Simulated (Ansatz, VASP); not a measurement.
## La: VASP beside Ansatz

```xyz
2
Lattice="3.5777 0.0000 0.0000 -1.7889 3.0984 0.0000 0.0000 0.0000 5.9018" Properties=species:S:1:pos:R:3 pbc="T T T"
La    0.0000    2.0656    1.4755
La    1.7889    1.0328    4.4264
```

Alike in both runs: functional LDA; k mesh 13 × 13 × 7; occupations fermi-dirac, width 0.05 eV; no spin polarisation.

Ansatz relaxed the structure, and its values are those at the end. VASP's run is a single point on that final structure, the one shown.

|  | VASP | Ansatz |
| --- | --- | --- |
| version | VASP 6.6.1 | Ansatz 0.2.0 |
| potentials or method | VASP PAW LDA potentials, release 64 (La) | PAW with Ansatz's default frozen-core files, scalar-relativistic |
| plane-wave cutoff (eV) | 520 | 420 |
| valence electrons in the cell | 22 | 22 |

```csv
,VASP,Ansatz,Ansatz less VASP
pressure (GPa),-0.1,0.0,+0.09
```

The runs have no spin-orbit coupling, so splittings on La are missing.
